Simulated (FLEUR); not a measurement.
# TaN (F-43m) in FLEUR: single point with PBE+U

Aim: the single point of TaN with PBE+U.

Everything below comes from runs of FLEUR MaX-R8.1 (later development tree). Logs are shortened: lines on timing, memory, paths and dates and some standing lists are left out, and cuts for length are marked.

## (1) The crystal as given

It takes space group F-43m (No. 216, cubic). Conventional cell: a = 4.982 Å, b = 4.982 Å, c = 4.982 Å, α = 90.00°, β = 90.00°, γ = 90.00°. Ta (site symmetry -43m) has 4 N at 2.16 Å as nearest neighbours. N (site symmetry -43m) is surrounded by 4 Ta at 2.16 Å.

The cell comes from a database or a generator and needn't be the stable form of this composition.

## (2) Single point, PBE+U

Contents of inp.xml:

```xml
<?xml version="1.0" encoding="UTF-8" standalone="no"?>
<fleurInput fleurInputVersion="0.39">
   <comment>
      TaN                                                                                                 
   </comment>
   <calculationSetup>
      <cutoffs Kmax="5.0" Gmax="15.5" GmaxXC="15.5" numbands="0"/>
      <scfLoop itmax="100" minDistance="0.0002" maxIterBroyd="50" imix="Anderson" alpha="0.05" precondParam="0.0" spinf="2.0" sdNocoIR="T"/>
      <coreElectrons ctail="T" frcor="F" kcrel="0" coretail_lmax="0"/>
      <xcFunctional name="pbe" relativisticCorrections="F"/>
      <magnetism jspins="1"/>
      <soc l_soc="F" theta="0.0" phi="0.0" spav="F"/>
      <expertModes spex="0" secvar="F"/>
      <geometryOptimization l_f="F" forcealpha="1.0" forcemix="BFGS" epsdisp="0.00001" epsforce="0.00001"/>
      <ldaU l_linMix="F" mixParam="0.05" spinf="1.0"/>
   </calculationSetup>
   <cell>
      <bzIntegration valenceElectrons="32.0" mode="gauss" fermiSmearingEnergy="0.00183747">
         <kPointListSelection listName="default-1"/>
         <!-- k-points included here -->
         <xi:include xmlns:xi="http://www.w3.org/2001/XInclude" href="kpts.xml"> </xi:include>
      </bzIntegration>
      <!-- symmetry operations included here -->
      <xi:include xmlns:xi="http://www.w3.org/2001/XInclude" href="sym.xml"> </xi:include>
      <bulkLattice scale="1.0">
         <bravaisMatrix>
            <row-1>    0.0000000000000000     4.7075794623035332     4.7075794623035332</row-1>
            <row-2>    4.7075794623035332     0.0000000000000000     4.7075794623035332</row-2>
            <row-3>    4.7075794623035332     4.7075794623035332     0.0000000000000000</row-3>
         </bravaisMatrix>
      </bulkLattice>
   </cell>
   <atomSpecies>
      <species name="Tantalum (Ta)" element="Ta" atomicNumber="73">
         <mtSphere radius="2.33" gridPoints="771" logIncrement="0.017"/>
         <atomicCutoffs lmax="9" lnonsphr="9"/>
         <electronConfig flipSpins="F">
            <coreConfig>(1s1/2) (2s1/2) (2p1/2) (2p3/2) (3s1/2) (3p1/2) (3p3/2) (4s1/2) (3d3/2) (3d5/2) (4p1/2) (4p3/2) (4d3/2) (4d5/2)</coreConfig>
            <valenceConfig>(5s1/2) (5p1/2) (5p3/2) (6s1/2) (4f5/2) (4f7/2) (5d3/2) (5d5/2)</valenceConfig>
            <stateOccupation state="(5d3/2)" spinUp="0.600000" spinDown="0.600000"/>
            <stateOccupation state="(5d5/2)" spinUp="0.900000" spinDown="0.900000"/>
         </electronConfig>
         <energyParameters s="6" p="6" d="5" f="4"/>
         <ldaU l="2" U="2" J="0.7" l_amf="F"/>
         <lo type="SCLO" l="0" n="5" eDeriv="0"/>
         <lo type="SCLO" l="1" n="5" eDeriv="0"/>
         <lo type="SCLO" l="3" n="4" eDeriv="2"/>
      </species>
      <species name="Nitrogen (N)" element="N" atomicNumber="7">
         <mtSphere radius="1.44" gridPoints="477" logIncrement="0.022"/>
         <atomicCutoffs lmax="8" lnonsphr="8"/>
         <electronConfig flipSpins="F">
            <coreConfig>(1s1/2)</coreConfig>
            <valenceConfig>(2s1/2) (2p1/2) (2p3/2)</valenceConfig>
            <stateOccupation state="(2p1/2)" spinUp="0.500000" spinDown="0.500000"/>
            <stateOccupation state="(2p3/2)" spinUp="1.000000" spinDown="1.000000"/>
         </electronConfig>
         <energyParameters s="2" p="2" d="3" f="4"/>
         <lo type="SCLO" l="0" n="2" eDeriv="2"/>
         <lo type="SCLO" l="1" n="2" eDeriv="2"/>
         <lo type="SCLO" l="2" n="3" eDeriv="2"/>
      </species>
   </atomSpecies>
   <atomGroups>
      <atomGroup species="Tantalum (Ta)">
         <relPos label="                   1">.0000000000 .0000000000 .0000000000</relPos>
         <force calculate="T" relaxXYZ="TTT"/>
      </atomGroup>
      <atomGroup species="Nitrogen (N)">
         <relPos label="                   2">1.000/4.000 1.000/4.000 1.000/4.000</relPos>
         <force calculate="T" relaxXYZ="TTT"/>
      </atomGroup>
   </atomGroups>
   <output dos="F" band="F" slice="F">
      <checks vchk="F" cdinf="F"/>
      <bandDOS minEnergy="-.5*Htr" maxEnergy="0.5*Htr" sigma="0.015" storeEVData="T"/>
      <vacuumDOS vacdos="F" integ="F" star="F" nstars="0" locx1="0.0" locy1="0.0" locx2="0.0" locy2="0.0" nstm="0" tworkf="0.0"/>
      <unfoldingBand unfoldBand="F" supercellX="1" supercellY="1" supercellZ="1"/>
      <plotting iplot="0" polar="F">
         <plot TwoD="T" vec1="  1.0  0.0  0.0" vec2="  0.0  1.0  0.0" vec3="  0.0  0.0  1.0" zero="  0.0  0.0  0.0" file="plot"/>
      </plotting>
      <chargeDensitySlicing numkpt="0" minEigenval="0.0" maxEigenval="0.0" nnne="0" pallst="F"/>
      <specialOutput eonly="F"/>
      <moessbauerParams electricFieldGradient="T" isomerShift="T" coreHyperfine="T" valenceHyperfine="T"/>
      <magneticCircularDichroism mcd="F" energyLo="-10.0" energyUp="0.0"/>
   </output>
  <!-- We include the file relax.xml here to enable relaxations (see documentation) -->
  <xi:include xmlns:xi="http://www.w3.org/2001/XInclude" href="relax.xml"> <xi:fallback/> </xi:include>
</fleurInput>
```

Contents of crystal.txt:

```
TaN
&input cartesian=F /
0.0000000000  2.4911437700  2.4911437700
2.4911437700  0.0000000000  2.4911437700
2.4911437700  2.4911437700  0.0000000000
1.8897261246
1.0 1.0 1.0

2
73 0.0000000000  0.0000000000  0.0000000000
7 0.2500000000  0.2500000000  0.2500000000

&kpt div1=7 div2=7 div3=7 gamma=T /
```

Potentials or basis: all-electron, FLAPW.

Command:

```sh
> inpgen -f crystal.txt -profile fastHighL
> # inp.xml edited to the form shown
> fleur_MPI
```

The log of the run:

```text
Welcome to FLEUR        (www.flapw.de)
      MaX-Release 8.1          (www.max-centre.eu)

 ========== k-point set info ==========
 Selected k-point list: default-1
 k-point list type: mesh
 7 x 7 x 7
 Number of k points: 20

 ------------Calculation Setup---------------------------
 Number of MPI-tasks      :            1
 Number of PE/node        :            1
 Number of OMP-threads    :            1
 Most efficient MPI parallelization for:
           1           2           4           5          10          20
 Additional eigenvalue parallelization possible
 Number of basis functions:          501
 Approximate size of matrices (H+S) per k-point:         0.007 GB
 --------------------------------------------------------
 no density matrix found ... skipping LDA+U
 Reset of history
 Iteration:     1   Distance:      25.72089436 me/bohr^3
 Iteration:     2   Distance:      22.31864030 me/bohr^3
 Iteration:     3   Distance:      18.27485845 me/bohr^3
 Iteration:     4   Distance:       8.62497190 me/bohr^3
 Iteration:     5   Distance:       9.20748765 me/bohr^3
 Iteration:     6   Distance:       3.26851840 me/bohr^3
 Iteration:     7   Distance:       2.60626422 me/bohr^3
 Iteration:     8   Distance:       0.71487999 me/bohr^3
 Iteration:     9   Distance:       0.45928914 me/bohr^3
 Iteration:    10   Distance:       0.05415725 me/bohr^3
 Iteration:    11   Distance:       0.03816025 me/bohr^3
 Iteration:    12   Distance:       0.01317264 me/bohr^3
 Iteration:    13   Distance:       0.00443221 me/bohr^3
 Iteration:    14   Distance:       0.00200836 me/bohr^3
 Iteration:    15   Distance:       0.00030500 me/bohr^3
 Iteration:    16   Distance:       0.00011444 me/bohr^3

 ********************************************************************
 Run finished successfully
 Stop message:
   all done
 ********************************************************************
```

Wall time 63 s (1 thread of Arm Neoverse V1, shared host); peak memory 0.06 GiB.

Results:

```
Free energy                                           : -426698.4805 eV
Valence electrons inside the program's atomic spheres : Ta 24.09; N 3.40 (radii Ta 2.33, N 1.44 bohr)
```

Levels at points of the mesh, in eV from the Fermi level:
```
           k point  band 14  band 15  band 16  band 17  band 18  band 19
(0.00, 0.00, 0.00)    -6.16    -6.16    -1.49     0.42     0.42     4.82
```

Eigenvalues of the final occupation matrices:
```csv
site,spin,trace,eigenvalues
atom type 1,1,1.84,0.29 0.29 0.42 0.42 0.42
```

Core levels (eV from the Fermi level):
```
atom                                                                                                                                                                                                          levels
1 Ta  1s1/2 -67277.2, 2s1/2 -11548.9, 2p1/2 -11035.9, 2p3/2 -9765.5, 3s1/2 -2643.4, 3p1/2 -2415.7, 3p3/2 -2142.2, 4s1/2 -536.7, 3d3/2 -1758.3, 3d5/2 -1698.7, 4p1/2 -442.8, 4p3/2 -379.9, 4d3/2 -225.8, 4d5/2 -214.3
 2 N                                                                                                                                                                                                    1s1/2 -378.2
```

Caveat: with Gaussian smearing the program prints no entropy term, so the energy of a metal isn't a free energy. The run has no spin-orbit coupling, so splittings on Ta are missing.
